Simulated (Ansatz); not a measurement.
TiSi2: relaxation of cell and atoms with LDA

Crystal: TiSi2.

```
Ti Si
1.0
     0.00000    4.11752    4.26290
     2.38951    0.00000    4.26290
     2.38951    4.11752    0.00000
Ti Si
2 4
Cartesian
  3.5843 6.1763 6.3943
  2.3895 4.1175 4.2629
  1.1948 3.3975 2.1314
  1.1948 0.7200 2.1314
  2.3895 1.3387 4.2629
  2.3895 6.8963 4.2629
```

The cell is a database's computed one.

| Quantity | Value |
| --- | --- |
| Program | Ansatz 0.2.0 |
| Task | relaxation of cell and atoms |
| Functional | LDA |
| Potentials or basis | Ansatz PAW |
| Cutoff | 420 eV (not typed: the program's choice for these potentials) |
| k mesh | 5 × 5 × 5 |
| Occupations | fermi-dirac, width 0.05 eV |
| Spin | no spin polarisation |
| Target pressure | 20 GPa |
| Target pressure (GPa) | 20 |

```json
{
 "Relaxed volume": "12.18 Å³/atom",
 "Relaxed cell": "a = 5.669 Å, b = 4.709 Å, c = 4.509 Å, α = 75.87°, β = 53.66°, γ = 50.48°",
 "Space group after relaxing (to 0.05 Å)": "Fddd (No. 70)",
 "Energy change on relaxing (the enthalpy is what falls)": "+66.3 meV/atom",
 "Ionic steps": "7",
 "Pressure after relaxing": "20.0 GPa",
 "Band gap on the k mesh": "none (metal or under the smearing width)"
}
```

Step by step:
```tsv
step	energy change (eV)	largest force (eV/Å)	volume (Å³)
1	0.0000	0.0110	83.88
2	0.2503	0.0003	74.36
3	0.4295	0.0010	72.80
4	0.3932	0.0017	73.08
5	0.3952	0.0018	73.08
6	0.3980	0.0009	73.06
7	0.3981	0.0009	73.06
```

Final structure:
```cif
data_structure
_symmetry_space_group_name_H-M 'P 1'
_symmetry_Int_Tables_number 1
_cell_length_a 5.6690
_cell_length_b 4.7088
_cell_length_c 4.5094
_cell_angle_alpha 75.866
_cell_angle_beta 53.656
_cell_angle_gamma 50.478
_cell_volume 73.06
loop_
_atom_site_label
_atom_site_type_symbol
_atom_site_fract_x
_atom_site_fract_y
_atom_site_fract_z
_atom_site_occupancy
Ti1 Ti 0.75000 0.75000 0.75000 1
Ti2 Ti 0.50000 0.50000 0.50000 1
Si1 Si 0.41369 0.08631 0.41369 1
Si2 Si 0.08631 0.41369 0.08631 1
Si3 Si 0.16369 0.83631 0.16369 1
Si4 Si 0.83631 0.16369 0.83631 1
```

Levels at points of the mesh, in eV from the Fermi level:
| k point | band 18 | band 19 | band 20 | band 21 | band 22 | band 23 |
| --- | --- | --- | --- | --- | --- | --- |
| (0.00, 0.00, 0.00) | -1.83 | -1.62 | -1.22 | -1.02 | 2.41 | 3.75 |

It took 12 s on 2 threads of Arm Neoverse V2, with other jobs on the host, peak memory 0.38 GiB.

Caveat: the plane-wave basis is chosen anew once the cell has moved, so the energies of steps on either side of that aren't comparable; the PAW data sets come from PBE, with cores solved anew for the run's functional, which leaves a small shift of forces and pressure.
